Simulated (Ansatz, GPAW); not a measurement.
# TaN: programs and potentials compared

```
Ta N
1.0
     0.00000    2.21132    2.21132
     2.21132    0.00000    2.21132
     2.21132    2.21132    0.00000
Ta N
1 1
Cartesian
  2.2113 2.2113 2.2113
  0.0000 0.0000 0.0000
```

The cell comes from a database or a generator and needn't be the stable form of this composition.

Alike in all runs: task band structure; functional revPBE; k mesh 10 × 10 × 10; occupations fermi-dirac, width 0.05 eV; no spin polarisation; no spin-orbit coupling. Pressure is positive in compression and, in plane waves, holds the error of the finite cutoff, which Ansatz's Pulay term estimates and takes out.

| program and potentials | plane-wave cutoff (eV) | notes | pressure (GPa) |
| --- | --- | --- | --- |
| Ansatz, Ansatz PAW | 420 | potentials made for PBE, which Ansatz adapts in part; Pulay term of +0.45 GPa included | 2.01 |
| GPAW, the program's PAW data sets (release 1.2.1) made for this functional | 800 | - | 2.47 |
| Ansatz, all-electron LAPW, scalar-relativistic | - | - | 2.18 |

The pressure spans 2.01 (Ansatz, Ansatz PAW) to 2.47 GPa (GPAW, the program's PAW data sets (release 1.2.1) made for this functional), with all-electron results at 2.18. Some sets were made for another functional than the one run, which can shift their rows.

Differences between rows come from potentials, basis sets and numerical settings, since the functional is the same but for its coding. Runs on potential files found faulty are left out.
